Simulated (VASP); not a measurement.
KI (Potassium Iodide): single point with HSE06+D4

Molecule: KI (Potassium Iodide), in a box.

```
K I
1.0
     9.00000    0.00000    0.00000
     0.00000    9.00000    0.00000
     0.00000    0.00000   13.00000
K I
1 1
Direct
  0.50144 0.50233 0.38539
  0.50144 0.50233 0.61984
```

```
Program                            : VASP 6.6.1
Task                               : single point
Functional                         : HSE06
Dispersion                         : D4
Potentials or basis                : VASP PAW PBE potentials, release 64 (K_sv, I)
Cutoff                             : 520 eV
k mesh                             : 1 × 1 × 1
Occupations                        : gaussian, width 0.01 eV
Spin                               : no spin polarisation
Grid for exact exchange (PRECFOCK) : Normal
Screening parameter                : 0.2 1/A
Further INCAR settings             : ALGO = Normal; EDIFF = 1e-06
```

The largest force is 0.014 eV/Å and the gap between the frontier levels is 3.30 eV. The dispersion energy per atom is -0.014 eV.

Forces in eV/Å, atoms in the order of the input:
```
K    0.000  0.000 -0.014
I    0.000  0.000  0.014
```

Levels at points of the mesh, in eV from the valence-band top:
| k point | band 6 | band 7 | band 8 | band 9 | band 10 | band 11 |
| --- | --- | --- | --- | --- | --- | --- |
| (0.00, 0.00, 0.00) | -0.34 | 0.00 | 0.00 | 3.30 | 5.03 | 5.25 |

Run time: 5.8 min on 1 thread of Intel(R) Xeon(R) Platinum 8488C (Sapphire Rapids) (shared host), peak memory 1 GiB.

Caveat: the PAW data sets were made with another functional, which shifts forces and pressure a little; spin-orbit coupling is left out, which moves the levels of the heavy elements.
